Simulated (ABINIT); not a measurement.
Runs of ABINIT 10.8.3 (patched build) on HgTe (Coloradoite). Symmetry: F-43m, No. 216, cubic system. The conventional cell has a = 6.429 Å, b = 6.429 Å, c = 6.429 Å, α = 90.00°, β = 90.00°, γ = 90.00°. Around Hg (site symmetry -43m) lie 4 Te at 2.78 Å. Te (site symmetry -43m) is surrounded by 4 Hg at 2.78 Å. 

```tsv
task	level	potentials or basis	spin	cell	k mesh	cutoff (eV)	stop of the response cycle (tolvrs)	q mesh	acoustic sum rule (asr)	cell freedom (optcell)	optimiser (ionmov)	gap on the mesh (eV)	pressure (GPa)
single point	PBE	PseudoDojo NC SR PBE v0.4.1 standard	off	as given	5 × 5 × 5	925	-	-	-	-	-	none	4.5
single point	LDA	PseudoDojo NC SR LDA v0.4.1 standard	off	as given	5 × 5 × 5	925	-	-	-	-	-	none	(a)
phonon dispersion	PBE	SPMS NC PBE v1.0	off	as given	4 × 4 × 4, with 4 shifts	735	1e-08	2 × 2 × 2	1	-	-	-	4.5
relaxation of cell and atoms	PBEsol	PseudoDojo NC SR PBEsol v0.4.1 standard	off	relaxed	5 × 5 × 5	925	-	-	-	2	22	none	0.0
single point	PBE	PseudoDojo NC FR PBE v0.4 standard	SOC, no magnetisation	as given	5 × 5 × 5	925	-	-	-	-	-	none	4.1
```

Alike in all rows: smearing fermi-dirac 0.05 eV.

Question: Estimate the missing entries.

Answer: (a) 0.1.

Caveats: the cutoff is short for stress, so the pressure is rough (some runs); the mesh is coarse for a metal's response (some runs); some modes are imaginary (some runs); the cell is more than 3 GPa from zero pressure, which shifts response properties (some runs).

A k mesh can miss the band edges, and rows without SOC leave out spin-orbit coupling on Hg, Te.

A gap of «none» marks a metal or a gap under the smearing width.
